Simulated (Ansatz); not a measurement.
# PbSe2 (I4/mcm) in Ansatz: relaxation of cell and atoms with r2SCAN

Aim: the relaxation of cell and atoms of PbSe2 with r2SCAN.

All numbers are computed with Ansatz 0.2.0; they aren't measurements. Logs are shortened: lines on timing, memory, paths and dates and some standing lists are left out, and cuts for length are marked.

## Step 1: Starting point

Symmetry: I4/mcm, No. 140, tetragonal system. Conventional cell: a = 6.477 Å, b = 6.477 Å, c = 7.804 Å, α = 90.00°, β = 90.00°, γ = 90.00°. Pb (site symmetry 422) is surrounded by 8 Se at 3.20 Å. Se (site symmetry m2m) has 1 Se at 2.38 Å as nearest neighbours.

The cell comes from a database or a generator and needn't be the stable form of this composition.

## Step 2: Relaxation of cell and atoms, r2SCAN

The input, input.yaml:

```yaml
crystal:
  lattice:
    - [-3.23863296, 3.23863296, 3.90219629]
    - [3.23863296, -3.23863296, 3.90219629]
    - [3.23863296, 3.23863296, -3.90219629]
  atoms:
    - { symbol: Pb, position: [0.75, 0.75, 0.0] }
    - { symbol: Pb, position: [0.25, 0.25, 0.0] }
    - { symbol: Se, position: [0.129816735, 0.370183265, 0.5] }
    - { symbol: Se, position: [0.870183265, 0.629816735, 0.5] }
    - { symbol: Se, position: [0.370183265, 0.870183265, 0.24036653] }
    - { symbol: Se, position: [0.629816735, 0.129816735, 0.75963347] }
hamiltonian:
  xc: r2scan
  pseudopotentials: { kind: paw }
kpoints:
  mp_grid: { grid: [6, 6, 6] }
scf:
  occupations: { method: fermi_dirac, width: 0.05 }
output:
  forces: true
  stress: true
  eigenvalues: true
relax:
  f_tol: 0.01
  max_steps: 40
  cell: { stress_tol: 0.05 }
```

Potentials or basis: Ansatz PAW.

Launch:

```sh
ansatz run input.yaml --threads 2 --pin off --max-ram 5632MiB --backend cpu --events-out ev --progress --plain --runs-dir out
```

The program printed:

```text
Warning: RAYON_NUM_THREADS=2 ignored (pool sized by the plan → 2); use --threads N
Engine: ansatz 0.2.0, x86_64-unknown-linux-gnu
Pseudopotentials: kind: paw
Pseudopotential: Pb, paw, valence charge 14, recommended cutoff 500 eV (meta_gga), Pb.paw.azcp
Pseudopotential: Se, paw, valence charge 16, recommended cutoff 500 eV (meta_gga), Se.paw.azcp
Functional definition: r2SCAN
  parameter k0 = 0.174
  parameter k1 = 0.065
  parameter a1 = 4.9479
  exchange = r2scan_x(k0 = k0, k1 = k1, a1 = a1)
  correlation = r2scan_c
Crystal: 6 atoms, lattice volume = 163.717 Å³
Basis set: ecut = 500 eV, 4123 PW (Γ), exchange–correlation on 180×180×180 points (64 copies of the dense FFT grid, shifted against one another)
Bands: 56, of which v1, the nominal top of the filled ones, is band 46 counted from 1 (45 counted from 0)
Symmetry: 16 space group operations
Space group: I4/mcm (ITA 140), of the structure as read, at distance tolerance 5.5e-5 Å
k-points: 30 of 216
Non-local potential: Pb, projectors of the file, l = 0: 2, l = 1: 2, l = 2: 2, l = 3: 2
Non-local potential: Se, projectors of the file, l = 0: 2, l = 1: 2, l = 2: 3, l = 3: 1
PAW form: soft (Blöchl's): semilocal exchange-correlation on the pseudo side does not see the compensation charge
PAW frozen core: Pb, regenerated for the run's functional (the file was generated under x = pbe(κ = 0.804, μ = 0.2195149727645171), c = pbe(β = 0.06672455060314922))
PAW frozen core: Se, regenerated for the run's functional (the file was generated under x = pbe(κ = 0.804, μ = 0.2195149727645171), c = pbe(β = 0.06672455060314922))
PAW one-centre angular grid: Pb, 590 points (default); XC on 160 Gauss nodes
PAW one-centre angular grid: Se, 590 points (default); XC on 160 Gauss nodes
Initial density: superposition of atomic densities (neutral atoms: chi_scale 0, normalization atom), corrected by the library's trained network
Initial wavefunctions: pseudopotential atomic-orbital guess
Functional: x = r2scan, c = r2scan; τ floored in thin density (d = 2e-4 eV/Å³)
SCF iter   1: F=—  HF=-45756.653785 eV  |F-HF|=—  |Δ(HF+E_count)|=         —  Δρ=6.39e-3  dr2=8.27e-2  dr2_τ=1.46e-2  ethr=1.77e-3  ⟨swp⟩=7.3  Hψ=6622  notcnv=0  defer=15
preconditioner: auto → Resta (q_TF=auto, 2.478 Å⁻¹)  ε∞=3.1  [insulator: Δε(μ)=0.257 eV  Ē_g=14.443 eV  σ=0.050 eV  W_gap=0.85  n_scr=42 (ndim 8)  ℏωp=20.9 eV  f_vac=0.012  D(μ)=0.07/eV (n_scr^D=0)  ε∞_Penn≈3.1]
SCF iter   2: F=—  HF=-45756.659256 eV  |F-HF|=—  |Δ(HF+E_count)|=   5.47e-3  Δρ=3.11e-3  dr2=1.86e-2  dr2_τ=4.56e-4  ethr=8.99e-5  ⟨swp⟩=3.0  Hψ=3569  notcnv=0  defer=61
SCF iter   3: F=—  HF=-45756.658809 eV  |F-HF|=—  |Δ(HF+E_count)|=   4.46e-4  Δρ=8.40e-4  dr2=1.24e-3  dr2_τ=3.00e-5  ethr=2.02e-5  ⟨swp⟩=2.9  Hψ=2551  notcnv=0  defer=61
SCF iter   4: F=—  HF=-45756.659155 eV  |F-HF|=—  |Δ(HF+E_count)|=   3.46e-4  Δρ=2.90e-4  dr2=9.74e-5  dr2_τ=3.09e-6  ethr=1.35e-6  ⟨swp⟩=3.0  Hψ=3015  notcnv=0  defer=61
SCF iter   5: F=—  HF=-45756.659199 eV  |F-HF|=—  |Δ(HF+E_count)|=   4.40e-5  Δρ=5.69e-5  dr2=5.93e-6  dr2_τ=2.28e-7  ethr=1.06e-7  ⟨swp⟩=2.0  Hψ=2116  notcnv=0  defer=61
SCF iter   6: F=—  HF=-45756.659201 eV  |F-HF|=—  |Δ(HF+E_count)|=   2.47e-6  Δρ=1.08e-5  dr2=1.99e-7  dr2_τ=8.60e-9  ethr=6.45e-9  ⟨swp⟩=2.0  Hψ=2372  notcnv=0  defer=61
SCF iter   7: F=-45756.659202 eV  HF=-45756.659202 eV  |F-HF|=6.50e-9  |Δ(HF+E_count)|=   1.85e-7  Δρ=2.70e-6  dr2=1.36e-8  dr2_τ=3.49e-10  ethr=1.09e-10  ⟨swp⟩=9.9  Hψ=7227  notcnv=0
SCF 1 converged in 7 iterations: F = -45756.659202 eV  dr2 = 1.36e-8
relax step   1: F+E_penalty+E_count = -45756.65920157 eV  Δ(F+E_penalty+E_count) = +0.000e0 eV  max|allowed force component| = 4.681e-3 eV/Å  Δτ_max = 0.0000 Å  P = -0.015 GPa  Ω = 163.717 Å³  (7 SCF iters, dr2 threshold 1.00e-7 eV, accepted)
Initial density: handed on by an earlier stage of this run
Initial wavefunctions: pseudopotential atomic-orbital guess (no wavefunctions were taken with the density)
iter 1 solved again at ethr=6.87e-8 eV; its pass at ethr=3.10e-3 eV (dr2=6.32e-5 eV) is discarded
SCF iter   1: F=—  HF=-45756.659221 eV  |F-HF|=—  |Δ(HF+E_count)|=         —  Δρ=2.79e-6  dr2=1.41e-8  dr2_τ=3.92e-10  ethr=6.87e-8  ⟨swp⟩=3.1  Hψ=11038  notcnv=0
eigensolver tolerance schedule: the retry pair's looser diagonalisation over-reported the residual by 4493.96 of it (diagonalisation noise at 0.11 of the residual, at the tolerance the schedule requests for it); recorded, not acted on — ethr = c·dr2/N_el stays at c = 1.0e-1
preconditioner: auto → Resta (q_TF=auto, 2.478 Å⁻¹)  ε∞=3.1  [insulator: Δε(μ)=0.246 eV  Ē_g=14.429 eV  σ=0.050 eV  W_gap=0.84  n_scr=42 (ndim 8)  ℏωp=20.9 eV  f_vac=0.012  D(μ)=0.09/eV (n_scr^D=0)  ε∞_Penn≈3.1]
SCF iter   2: F=—  HF=-45756.659202 eV  |F-HF|=—  |Δ(HF+E_count)|=   1.91e-5  Δρ=1.68e-6  dr2=5.34e-9  dr2_τ=1.04e-10  ethr=1.53e-11  ⟨swp⟩=2.4  Hψ=3078  notcnv=0
SCF iter   3: F=—  HF=-45756.659202 eV  |F-HF|=—  |Δ(HF+E_count)|=   4.00e-9  Δρ=5.03e-7  dr2=6.53e-10  dr2_τ=2.41e-11  ethr=5.81e-12  ⟨swp⟩=2.0  Hψ=3055  notcnv=0
SCF iter   4: F=-45756.659202 eV  HF=-45756.659202 eV  |F-HF|=7.28e-12  |Δ(HF+E_count)|=  8.00e-11  Δρ=1.51e-7  dr2=3.49e-11  dr2_τ=2.78e-12  ethr=1.00e-12  ⟨swp⟩=4.1  Hψ=6998  notcnv=0
SCF 2 converged in 4 iterations: F = -45756.659202 eV  dr2 = 3.49e-11
relax step   2: F+E_penalty+E_count = -45756.65920157 eV  Δ(F+E_penalty+E_count) = -2.488e-9 eV  max|allowed force component| = 4.687e-3 eV/Å  Δτ_max = 0.0000 Å  P = -0.015 GPa  Ω = 163.717 Å³  stress off target by 1.77e-2 GPa  SCF on the basis re-selected at this cell (its energy is not comparable with the rows above)  (4 SCF iters)
basis re-selected at this cell: Δ(F+E_penalty+E_count) = -2.488e-9 eV, ΔP = +0.000 GPa vs the last step (what re-selecting the basis moved, of the pressure what is left beyond the Pulay correction that the steps carried, after the strain that the cell walked since its last selection, with what the two solves' SCF thresholds leave and, on support functions, any second-order correction that the steps lacked; it is no measure of the basis error at this ecutwfc). This SCF's stress stands 1.77e-2 GPa from its target on what of the cell is left free (relax.cell.stress_tol is 5.00e-2 GPa) and its largest allowed force component is 4.69e-3 eV/Å (relax.f_tol is 1.00e-2 eV/Å): within both
SCF converged after 4 iterations
Free energy (F): -45756.659202 eV
Harris-Foulkes:  -45756.659202 eV  (|F-HF|=7.28e-12)
Internal energy: -45756.658248 eV  (E = F + TS)
E sigma→0 (E₀):  -45756.658725 eV
Entropy (-TS):   -0.000954 eV (-0.159 meV/atom)
Fermi energy:    8.949530 eV
--- Per-component energies (eV) ---
  E_band       = -1693.959712
  E_kinetic    = 1045.249750
  E_local      = -11918.954799  (includes V_loc(G=0)·N_el)
  E_nonlocal   = -1677.765268
  E_hartree    = 5690.470987
  E_xc         = -809.947263
  E_vxc        = -712.571862  (∫ρ·V_xc dr)
  E_paw        = -28563.316508  (= ΣΔE_a)
  E_vpaw       = 147.582558  (= ΣTr[D̂ρ^β])
  E_aug_tail   = -0.000812  (compensation charges beyond the density's cutoff)
  E_vtau       = 41.558575  (kinetic-family band-sum trace: ∫τ·v_τ [+ j·A + Jᵃ·Aᵃ] dr)
  E_ewald      = -9517.266258
  E_core_change = -5.128076  (= ΣΔE_core)
  E_smearing   = -0.000954  (= −TS)
  E_closure    = -0.000000  (closes the sum)
  Σ components = -45756.659202   (vs F -45756.659202, Δ=0.00e0)
--- Forces (eV/Å), atoms counted from 1 ---
  atom   1  Pb    -0.00000000    -0.00000000     0.00000000
  atom   2  Pb     0.00000000     0.00000000     0.00000000
  atom   3  Se     0.00468683    -0.00468683    -0.00000000
  atom   4  Se    -0.00468683     0.00468683     0.00000000
  atom   5  Se     0.00468683     0.00468683     0.00000000
  atom   6  Se    -0.00468683    -0.00468683     0.00000000
  max |Σ_I F_I| component: 7.63e-17 eV/Å
--- Stress (GPa, compression-positive) ---
       -0.017663      -0.000000      -0.000000
       -0.000000      -0.017663      -0.000000
        0.000000       0.000000      -0.010210
  P = ⅓ Tr σ = -0.0152 GPa (-0.152 kbar)
--- Band table (eV; the first three rows and the last of 30) ---
  k-point 0: bands = ["-40.0962", "-40.0957", "-40.0116", "-40.0116", "-40.0021", "-40.0021", "-39.9891", "-39.9888", "-39.9762", "-39.9757", "-39.9629", "-39.9629", "-39.7921", "-39.7921", "-39.7905", "-39.7901", "-39.7897", "-39.7894", "-39.7877", "-39.7877", "-9.0224", "-9.0124", "-9.0124", "-8.9704", "-8.9398", "-8.9398", "-8.9395", "-8.9312", "-8.9228", "-8.9166", "-6.6714", "-5.5349", "-3.0745", "-3.0745", "0.3329", "1.0434", "3.8952", "4.2792", "4.6373", "4.6373", "5.3383", "5.6383", "5.6383", "5.7419", "5.8172", "8.6999", "11.3412", "11.3412", "12.3982", "12.3982", "13.2186", "13.2186", "13.5267", "13.6051", "13.9408", "15.9976"]
  k-point 1: bands = ["-40.0961", "-40.0957", "-40.0116", "-40.0116", "-40.0021", "-40.0020", "-39.9890", "-39.9889", "-39.9761", "-39.9758", "-39.9629", "-39.9629", "-39.7921", "-39.7921", "-39.7905", "-39.7902", "-39.7897", "-39.7894", "-39.7877", "-39.7877", "-9.0213", "-9.0188", "-9.0046", "-8.9644", "-8.9423", "-8.9396", "-8.9372", "-8.9337", "-8.9272", "-8.9174", "-6.5585", "-5.6040", "-3.1965", "-3.1219", "0.3466", "0.8901", "3.6693", "4.1131", "4.6299", "5.2911", "5.4228", "5.5518", "5.8772", "6.1590", "6.5059", "8.0354", "10.9064", "11.3607", "11.6871", "12.3438", "12.8776", "12.9370", "13.2450", "14.0612", "14.2428", "15.9432"]
  k-point 2: bands = ["-40.0960", "-40.0959", "-40.0116", "-40.0116", "-40.0020", "-40.0020", "-39.9890", "-39.9889", "-39.9760", "-39.9759", "-39.9629", "-39.9629", "-39.7921", "-39.7921", "-39.7904", "-39.7902", "-39.7896", "-39.7895", "-39.7877", "-39.7877", "-9.0309", "-9.0193", "-8.9884", "-8.9534", "-8.9464", "-8.9394", "-8.9392", "-8.9368", "-8.9333", "-8.9180", "-6.2865", "-5.7264", "-3.5718", "-3.2145", "0.5781", "0.6331", "3.8290", "4.0895", "4.2577", "4.6639", "6.2201", "6.2315", "6.5491", "7.1576", "7.2906", "7.4185", "10.1820", "11.2530", "11.3030", "11.5941", "11.7934", "11.8052", "13.5879", "13.9161", "14.5137", "16.1989"]
  k-point 29: bands = ["-40.0962", "-40.0957", "-40.0116", "-40.0116", "-40.0021", "-40.0021", "-39.9890", "-39.9889", "-39.9762", "-39.9757", "-39.9629", "-39.9629", "-39.7921", "-39.7921", "-39.7904", "-39.7902", "-39.7896", "-39.7895", "-39.7877", "-39.7877", "-9.0139", "-8.9845", "-8.9845", "-8.9700", "-8.9533", "-8.9470", "-8.9470", "-8.9275", "-8.9266", "-8.9247", "-6.2389", "-5.6579", "-3.3531", "-3.3531", "-0.3781", "-0.1418", "3.9927", "4.0688", "4.9565", "4.9565", "6.4524", "6.6103", "7.4864", "7.4864", "8.8158", "8.8365", "10.4700", "10.4700", "10.5464", "11.3963", "11.3963", "11.9404", "12.3708", "12.3708", "14.3008", "14.4912"]
--- Relaxed structure (1 steps of the walk, 1 accepted, 1 SCFs on fresh bases) ---
  F+E_penalty+E_count = -45756.65920157 eV   max|allowed force component| = 4.687e-3 eV/Å   (the final SCF, on the basis selected at the relaxed cell)
  cell:  # Å, volume = 163.7165 Å³
    - [-3.23863296, 3.23863296, 3.90219629]
    - [3.23863296, -3.23863296, 3.90219629]
    - [3.23863296, 3.23863296, -3.90219629]
  atoms:
    - { symbol: Pb, position: [0.75, 0.75, 0.0] }
    - { symbol: Pb, position: [0.24999999999999997, 0.24999999999999997, 0.0] }
    - { symbol: Se, position: [0.129816735, 0.370183265, 0.5] }
    - { symbol: Se, position: [0.8701832649999999, 0.629816735, 0.49999999999999994] }
    - { symbol: Se, position: [0.370183265, 0.870183265, 0.24036653] }
    - { symbol: Se, position: [0.629816735, 0.129816735, 0.75963347] }
```

Wall time 17 s (2 threads of Intel Xeon 6975P-C (Granite Rapids), shared host); peak memory 0.99 GiB.

Results:

| Property | Result |
| --- | --- |
| Free energy | -45756.6592 eV |
| Energy gained by relaxing | 0.0 meV/atom |
| Ionic steps | 2 |
| Pressure after relaxing | 0.0 GPa |
| Largest force after relaxing | 0.007 eV/Å |
| Band gap on the k mesh | 0.25 eV, indirect (least direct gap 0.54 eV) |

Forces on the atoms (eV/Å):
```
Pb   0.000  0.000  0.000
Pb   0.000  0.000  0.000
Se   0.005 -0.005  0.000
Se  -0.005  0.005  0.000
Se   0.005  0.005  0.000
Se  -0.005 -0.005  0.000
```

Final structure:
```xyz
6
Lattice="-3.2386 3.2386 3.9022 3.2386 -3.2386 3.9022 3.2386 3.2386 -3.9022" Properties=species:S:1:pos:R:3 pbc="T T T"
Pb    0.0000    0.0000    5.8533
Pb    0.0000    0.0000    1.9511
Se    2.3978    0.8409    0.0000
Se    0.8409    2.3978    3.9022
Se    2.3978   -0.8409    3.9022
Se    0.8409    4.0795    0.0000
```

Caveat: the plane-wave basis is chosen anew once the cell has moved, so the energies of steps on either side of that aren't comparable; spin-orbit coupling is left out, which as a rule narrows the gap of such compounds by several tenths of an eV; the PAW data sets come from PBE, with cores solved anew for the run's functional, which leaves a small shift of forces and pressure.
